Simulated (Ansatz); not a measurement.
Here is an Ansatz 0.2.0 calculation.

File input.yaml:

```yaml
crystal:
  lattice:
    - [2.5340966698, 0.0, 0.0]
    - [-1.2670483349, 2.1945920917, 0.0]
    - [0.0, 0.0, 4.112571]
  atoms:
    - { symbol: Cu, position: [0.6666666667, 0.3333333333, 0.75] }
    - { symbol: Cu, position: [0.3333333333, 0.6666666667, 0.25] }
hamiltonian:
  xc: blyp
  pseudopotentials: { kind: paw }
kpoints:
  mp_grid: { grid: [12, 12, 7] }
  band_path:
    path:
      - [[0.0, 0.0, 0.0], [0.5, 0.0, 0.0], [0.3333333333, 0.3333333333, 0.0], [0.0, 0.0, 0.0], [0.0, 0.0, 0.5], [0.5, 0.0, 0.5], [0.3333333333, 0.3333333333, 0.5], [0.0, 0.0, 0.5]]
      - [[0.5, 0.0, 0.5], [0.5, 0.0, 0.0]]
      - [[0.3333333333, 0.3333333333, 0.0], [0.3333333333, 0.3333333333, 0.5]]
    npoints: 14
scf:
  occupations: { method: fermi_dirac, width: 0.05 }
  n_extra_bands: 6
output:
  forces: true
  stress: true
  eigenvalues: true
  fatbands: false
```

Potentials or basis: Ansatz PAW.

Launch:

```console
$ ansatz run input.yaml --threads 2 --pin off --max-ram 5632MiB --backend cpu --events-out ev --progress --plain --runs-dir out
```

**Question.** What does it give for the band gap on the k mesh?

**Answer.** None (metal or under the smearing width).

**Question.** Estimate the pressure.

**Answer.** 16.0 GPa.

Levels at the corners of the path, in eV from the Fermi level:
```tsv
point	band 17	band 18	band 19	band 20	band 21	band 22
Γ	-2.61	-1.80	-1.80	-0.88	3.96	21.81
M	-1.64	-1.59	0.05	1.61	7.99	8.30
K	-1.89	-1.80	3.15	3.44	3.44	10.51
Γ	-2.61	-1.80	-1.80	-0.88	3.96	21.81
A	-2.04	-2.04	-2.04	-2.04	12.93	12.93
L	-1.64	-1.64	0.55	0.55	4.97	4.97
H	-1.77	-1.77	4.17	4.17	5.78	5.78
A	-2.04	-2.04	-2.04	-2.04	12.93	12.93
L	-1.64	-1.64	0.55	0.55	4.97	4.97
M	-1.64	-1.59	0.05	1.61	7.99	8.30
K	-1.89	-1.80	3.15	3.44	3.44	10.51
H	-1.77	-1.77	4.17	4.17	5.78	5.78
```

Caveat: so large a pressure means that the cell lies far from this level's equilibrium, or that cutoff or potentials fall short; the PAW data sets come from PBE, with cores solved anew for the run's functional, which leaves a small shift of forces and pressure.
